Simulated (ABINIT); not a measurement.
SiO2: band structure with PBEsol

Crystal: SiO2.

```
CELL_PARAMETERS angstrom
4.97559 0.00000 0.00000
0.00000 4.97559 0.00000
0.00000 0.00000 6.90089
ATOMIC_POSITIONS crystal
Si 0.80325 0.80325 0.50000
Si 0.69675 0.30325 0.25000
Si 0.30325 0.69675 0.75000
Si 0.19675 0.19675 0.00000
O 0.76176 0.11039 0.43204
O 0.88961 0.23824 0.06796
O 0.11039 0.76176 0.56796
O 0.26176 0.38961 0.81796
O 0.23824 0.88961 0.93204
O 0.73824 0.61039 0.31796
O 0.38961 0.26176 0.18204
O 0.61039 0.73824 0.68204
```

The cell comes from a database or a generator and needn't be the stable form of this composition.

| Quantity | Value |
| --- | --- |
| Program | ABINIT 10.8.3 (patched build) |
| Task | band structure |
| Functional | PBEsol |
| Potentials or basis | JTH PAW PBE v2.0 |
| Cutoff | 626 eV |
| k mesh | 5 × 5 × 3 |
| Occupations | fermi-dirac, width 0.05 eV |
| Spin | no spin polarisation |
| Fine-grid cutoff | 1224.51 eV |

The pressure is 0.8 GPa. The largest force is 0.046 eV/Å and the band gap on the k mesh is 5.66 eV, direct. The band gap along the path is 5.66 eV, direct.

Forces on the atoms (eV/Å):
```
Si  -0.033 -0.033  0.000
Si   0.033 -0.033  0.000
Si  -0.033  0.033  0.000
Si   0.033  0.033  0.000
O    0.014  0.016  0.027
O   -0.016 -0.014 -0.027
O    0.016  0.014 -0.027
O    0.014 -0.016 -0.027
O   -0.014 -0.016  0.027
O   -0.014  0.016 -0.027
O   -0.016  0.014  0.027
O    0.016 -0.014  0.027
```

Stress tensor (GPa, compression positive):
```
0.78 0.00 0.00
0.00 0.78 0.00
0.00 0.00 0.87
```

Levels at the corners of the path, in eV from the valence-band top:
| point | band 29 | band 30 | band 31 | band 32 | band 33 | band 34 | band 35 | band 36 |
| --- | --- | --- | --- | --- | --- | --- | --- | --- |
| Γ | -0.68 | -0.31 | -0.31 | 0.00 | 5.66 | 8.72 | 8.72 | 9.22 |
| X | -0.65 | -0.65 | -0.49 | -0.49 | 7.71 | 7.71 | 9.18 | 9.18 |
| M | -0.59 | -0.59 | -0.53 | -0.53 | 8.66 | 8.66 | 8.76 | 8.76 |
| Γ | -0.68 | -0.31 | -0.31 | 0.00 | 5.66 | 8.72 | 8.72 | 9.22 |
| Z | -0.54 | -0.54 | -0.39 | -0.39 | 6.92 | 6.92 | 9.30 | 9.30 |
| R | -0.92 | -0.92 | -0.18 | -0.18 | 7.99 | 7.99 | 8.98 | 8.98 |
| A | -0.61 | -0.61 | -0.61 | -0.61 | 9.15 | 9.15 | 9.15 | 9.15 |
| Z | -0.54 | -0.54 | -0.39 | -0.39 | 6.92 | 6.92 | 9.30 | 9.30 |

Wall time 17 min on 1 thread of Arm Neoverse V2, with other jobs on the host, peak memory 0.41 GiB.

Caveat: the PAW data sets were made with another functional, which shifts forces and pressure a little; the atomic spheres overlap. PBEsol gaps usually lie below the measured ones, often by a third to a half.
